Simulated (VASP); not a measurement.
Set up this calculation in VASP 6.6.1, as the native input.

* Task: relaxation of the atoms
* Functional: optB86b-vdW
* Potentials or basis: VASP PAW PBE potentials, release 64 (B, N)
* Cutoff: 520 eV
* k mesh: 12 × 12 × 1
* Occupations: gaussian, width 0.05 eV
* Spin: no spin polarisation
* Dipole correction: yes
* Atoms held fixed (from 0): [0, 4, 1, 5]
* Further INCAR settings: ALGO = Normal; EDIFF = 1e-06; IBRION = 2; EDIFFG = -0.02; NSW = 60

The structure of BN lies in POSCAR:

```
BN
1.0
    2.5099983704      0.0000000000      0.0000000000
   -1.2549991852      2.1737223522      0.0000000000
    0.0000000000      0.0000000000     25.0350000000
B N
4 4
Selective dynamics
Direct
    0.0000000000      0.0000000000      0.2995805872  F F F
    0.3333333333      0.6666666666      0.4331935291  F F F
    0.0000000000      0.0000000000      0.5668064709  T T T
    0.3333333333      0.6666666666      0.7004194128  T T T
    0.6666666667      0.3333333334      0.2995805872  F F F
    0.0000000000      0.0000000000      0.4331935291  F F F
    0.6666666667      0.3333333334      0.5668064709  T T T
    0.0000000000      0.0000000000      0.7004194128  T T T
```

The cell isn't the ideal one: the (0 0 1) slab of BN, cut from the database cell, not relaxed.

One way to write it, as run:

INCAR

```
SYSTEM = BN
AGGAC    = 0.0          
ALGO     = Normal         ! electronic algorithm
DIPOL    = 0.5 0.5 0.500
EDIFF    = 1E-6           ! SCF threshold, eV
EDIFFG   = -0.02          ! ionic threshold
ENCUT    = 520            ! plane-wave cutoff, eV
GGA      = MK             ! functional
IBRION   = 2              ! ionic algorithm
IDIPOL   = 3            
ISIF     = 2              ! what is computed and relaxed
ISMEAR   = 0              ! smearing method
LASPH    = .True.         ! aspherical terms in the spheres
LCHARG   = .False.        ! write CHGCAR
LDIPOL   = .True.       
LREAL    = .False.        ! projectors in reciprocal space
LUSE_VDW = .True.       
LWAVE    = .False.        ! write WAVECAR
NELM     = 100            ! most SCF steps
NSW      = 60             ! ionic steps
PARAM1   = 0.1234       
PARAM2   = 1.0          
PREC     = Accurate       ! precision mode
SIGMA    = 0.05           ! smearing width, eV
```

KPOINTS

```
k-points
0
Gamma
  12 12 1
  0 0 0
```

Potentials or basis: VASP PAW PBE potentials, release 64 (B, N).

The run is started by

```console
$ cat potpaw_PBE.64/B/POTCAR potpaw_PBE.64/N/POTCAR > POTCAR
$ mpirun -np 1 vasp_std > vasp.out
```

It gave:

```
Energy gained by relaxing : 0.0 meV/atom
Ionic steps               : 2
Band gap on the k mesh    : 4.36 eV, indirect (least direct gap 4.47 eV)
```

Wall time 5.7 min on 1 thread of AMD EPYC 7R43 64-Core Processor (Zen 3), with other jobs on the host, peak memory 0.62 GiB.
